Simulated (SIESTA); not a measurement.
The system is BaS.

```
CELL_PARAMETERS angstrom
0.00000 3.19375 3.19375
3.19375 0.00000 3.19375
3.19375 3.19375 0.00000
ATOMIC_POSITIONS crystal
Ba 0.00000 0.00000 0.00000
S 0.50000 0.50000 0.50000
```

```yaml
Program: SIESTA 5.4.2
Task: single point
Functional: PBE
Potentials_or_basis: PseudoDojo 0.4 standard (PBE files)
Basis: DZP (energy shift 0.002 Ry; d shell added on Ba)
Grid_cutoff: 500 Ry
Energy_shift: 0.002 Ry
k_mesh: 7 × 7 × 7
Occupations: fermi-dirac, width 0.05 eV
Spin: no spin polarisation
```

On this cell: pressure 1.8 GPa; largest force zero by symmetry; band gap on the k mesh 2.13 eV, indirect (least direct gap 2.29 eV).

The same run follows on a disturbed copy (atoms moved at random, drawn with an rms of 0.05 Å):

```xyz
2
Lattice="0.0000 3.1938 3.1938 3.1938 0.0000 3.1938 3.1938 3.1938 0.0000" Properties=species:S:1:pos:R:3 pbc="T T T"
Ba    0.0507    0.0179    0.0272
S     3.1873    3.2046    3.1984
```

Question: What changes?

Answer: The energy moves by +2.4 meV/atom; pressure 1.8 GPa; largest force 0.153 eV/Å; band gap on the k mesh 2.14 eV, indirect (least direct gap 2.29 eV).

Forces in eV/Å, atoms in the order of the input:
```
Ba  -0.141 -0.017 -0.055
S    0.141  0.017  0.055
```

Stress tensor (GPa, compression positive):
```
 1.94  0.00 -0.01
 0.00  1.78  0.00
-0.01  0.00  1.81
```

Caveats: this set's barium file shifts pressures by up to 1 GPa against other sets; semicore shells carry a single zeta, which can move pressures by several GPa and volumes by a few percent; spin-orbit coupling is left out, which moves the levels of the heavy elements; an odd mesh through Γ misses points on the zone boundary, where band edges often lie; the basis of atomic orbitals isn't converged, which shifts pressures, moduli and gaps.
